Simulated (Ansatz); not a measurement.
HfO₂ built on the fluorite prototype, relaxed with r2SCAN in the plane-wave code Ansatz: the symmetry is Fm-3m (No. 225, cubic); conventional cell a = 5.058 Å, 10.79 Å³ an atom. Around Hf lie 8 O at 2.19 Å; around O lie 4 Hf at 2.19 Å. It was then strained (epitaxial in the plane normal to [111]), atoms relaxed again within the symmetry left. Unstrained, HSE06 gives 5.409 eV (X, 6×6×6 mesh), and the band edges keep their places in every row. The normal direction was relaxed to zero stress. Only one sign of strain is shown, since it lowers the symmetry, and equivalent edge states can then move with another slope on the other side. Stress is positive in compression. Calculated for a static, non-magnetic cell.

Axes as in this cell:
```xyz
3
Lattice="0.0000 2.5292 2.5292 2.5292 0.0000 2.5292 2.5292 2.5292 0.0000" Properties=species:S:1:pos:R:3 pbc="T T T"
Hf    0.0000    0.0000    0.0000
O     1.2646    1.2646    1.2646
O     3.7938    3.7938    3.7938
```

| strain (%) | ε | ΔE_g, HSE06 (eV) | Δin-plane stress (σ_xx − σ_xy), r2SCAN (GPa) |
| --- | --- | --- | --- |
| -4.0 | -0.0400 | +0.118 | +14.28 |
| -3.58 | -0.0358 | +0.106 | +12.78 |
| -2.0 | -0.0200 | +0.055 | +6.86 |
| -1.0 | -0.0100 | +0.025 | +3.32 |

**Fit ΔE_g = a x + b x² to these rows by least squares, with x = ε.** The normal equations take Σx² = 3.382e-03, Σx³ = -1.189e-04, Σx⁴ = 4.373e-06, ΣxΔE = -9.865e-03 and Σx²ΔE = 3.492e-04, and give a = -2.49 eV, b = +12.2 eV; the largest residual is 0.001 eV.

**Fit the change of in-plane stress (σ_xx − σ_xy) in the same way.** Δin-plane stress (σ_xx − σ_xy) = -327.7 x + (765) x² GPa. The slope, 328 GPa, is the biaxial modulus of the film.

**Predict the withheld row at -3.0 % (x = -0.0300).** ΔE_g ≈ -2.49 × (-0.0300) + (12.2) × (-0.0300)² = +0.086 eV, and Δin-plane stress (σ_xx − σ_xy) ≈ +10.52 GPa. The runs give +0.087 eV and +10.54 GPa, off by +0.001 eV and +0.02 GPa.

Spin-orbit coupling is left out, which matters wherever the heavy atoms make up the band edges.

Where an edge lies off the special points, it is a point of the mesh or the k point where a search put PBE's edge or least direct gap, reused for the other functionals, whose own edges may lie a little apart.

The meshes of the hybrids are coarse, so their gaps aren't converged to the digits shown.
